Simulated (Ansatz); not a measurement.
**KF (Carobbiite) in Ansatz: the effect of functional**

Crystal: KF (Carobbiite).

```xyz
2
Lattice="0.0000 2.7243 2.7243 2.7243 0.0000 2.7243 2.7243 2.7243 0.0000" Properties=species:S:1:pos:R:3 pbc="T T T"
K     0.0000    0.0000    0.0000
F     2.7243    2.7243    2.7243
```

The cell isn't the ideal one: volume scaled by 1.06.

Alike in all runs:

* Program: Ansatz 0.2.0
* Task: single point
* Potentials or basis: Ansatz PAW
* k mesh: 9 × 9 × 9
* Occupations: fermi-dirac, width 0.05 eV
* Spin: no spin polarisation

| functional | cutoff | gap on the mesh (eV) | pressure (GPa) |
| --- | --- | --- | --- |
| LDA | 420 eV (not typed: the program's choice for these potentials) | ? | ? |
| PBEsol | 420 eV (not typed: the program's choice for these potentials) | 5.77 | -2.2 |
| r2SCAN | 500 eV (not typed: the program's choice for these potentials) | 6.53 | -2.1 |

Task: What does the run with functional LDA give?

Result: gap on the mesh 5.52 eV; pressure -4.7 GPa.

Caveats: odd divisions of the mesh miss points on the zone boundary, where band edges often lie, so the gap on the mesh can be too wide; the PAW data sets come from PBE, with cores solved anew for the run's functional, which leaves a small shift of forces and pressure.

A k mesh can miss the band edges.
